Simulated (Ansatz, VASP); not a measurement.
This is a calculation of Si for Ansatz 0.2.0.

Contents of input.yaml:

```yaml
crystal:
  lattice:
    - [4.12095, 0.0, 0.0]
    - [-2.06047, 3.56885, 0.0]
    - [0.0, 0.0, 2.65479]
  atoms:
    - { symbol: Si, position: [0.33333, 0.66667, 0.5] }
    - { symbol: Si, position: [0.66667, 0.33333, 0.5] }
hamiltonian:
  xc: revpbe
  pseudopotentials: { kind: paw }
kpoints:
  mp_grid: { grid: [8, 8, 10] }
scf:
  occupations: { method: fermi_dirac, width: 0.05 }
output:
  forces: true
  stress: true
  eigenvalues: true
relax:
  f_tol: 0.01
  max_steps: 40
  cell: { stress_tol: 0.05 }
```

Potentials or basis: Ansatz PAW.

Run with:

```bash
$ ansatz run input.yaml --threads 2 --pin off --max-ram 5632MiB --backend cpu --events-out ev --progress --plain --runs-dir out
```

Problem. Translate it to VASP 6.6.1. Potentials there: VASP PAW PBE potentials, release 64 (Si).

Solution. As run (the cutoff follows the program's own potentials):

File INCAR:

```
ALGO = Fast
EDIFF = 1E-6
EDIFFG = -0.005
ENCUT = 600
GGA = RE
IBRION = 2
ISIF = 3
ISMEAR = -1
LASPH = T
LCHARG = F
LREAL = F
LWAVE = F
NELM = 100
NSW = 40
PREC = Accurate
SIGMA = 0.05
```

File KPOINTS:

```
k-points
0
Gamma
  8 8 10
```

POSCAR

```
Si
1.0
    4.1209500000      0.0000000000      0.0000000000
   -2.0604700000      3.5688500000      0.0000000000
    0.0000000000      0.0000000000      2.6547900000
Si
2
Direct
    0.3333300000      0.6666700000      0.5000000000
    0.6666700000      0.3333300000      0.5000000000
```

Potentials or basis: VASP PAW PBE potentials, release 64 (Si).

Command:

```sh
$ cat potpaw_PBE.64/Si/POTCAR > POTCAR
$ mpirun -np 1 vasp_std > vasp.out
```

Both were run:

|  | VASP | Ansatz | Ansatz less VASP |
| --- | --- | --- | --- |
| gap on the k mesh at the Fermi level, each at its own relaxed structure (eV) | none | none | - |
| relaxed volume (Å³/atom) | 19.72 | 19.77 | +0.048 |
| relaxed cell length with the largest relative difference (Å) | 2.658 | 2.660 | +0.0024 |

A gap of «none» marks a metal or a gap that the smearing closes.

Caveats: the PAW data sets were made with another functional, which shifts forces and pressure a little (VASP); the plane-wave basis is chosen anew once the cell has moved, so the energies of steps on either side of that aren't comparable (Ansatz); the PAW data sets come from PBE, with cores solved anew for the run's functional, which leaves a small shift of forces and pressure (Ansatz).
